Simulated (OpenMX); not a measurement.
# ZnS (Wurtzite-2H): equation of state with LDA

The system is ZnS (Wurtzite-2H).

```
Zn S
1.0
     3.81100    0.00000    0.00000
    -1.90550    3.30042    0.00000
     0.00000    0.00000    6.23400
Zn S
2 2
Cartesian
  1.9055 1.1001 3.1170
  0.0000 2.2003 0.0000
  1.9055 1.1001 5.5171
  0.0000 2.2003 2.4001
```

```yaml
Program: OpenMX 3.8.5
Task: equation of state
Functional: LDA
Potentials_or_basis: OpenMX 2013 LDA set, Zn6.0H-s3p2d2, S7.0-s2p2d1f1, fixed grid of 45 × 45 × 84 points
k_mesh: 9 × 9 × 5
Occupations: fermi-dirac, width 0.05 eV
Spin: no spin polarisation
```

* Equilibrium volume: 19.17 Å³/atom
* Bulk modulus at fixed shape and positions: 81 GPa
* Pressure derivative of the bulk modulus: 4.5 (rough: it moves with the points fitted)

Energy against volume, from the lowest point:
```
volume (Å³/atom)  energy (meV/atom)
          18.427               7.80
          18.819               1.65
          19.211               0.00
          19.603               2.40
          19.995               8.25
          20.387              17.30
          20.779              29.29
```

Caveat: volumes in these bases differ from converged ones by about 1 %, for some elements by several; the cell was scaled at fixed shape and fractional positions, which overstates the stiffness of a crystal with free parameters, most of all of layers and chains; the basis of atomic orbitals isn't converged, which shifts pressures, moduli and gaps.
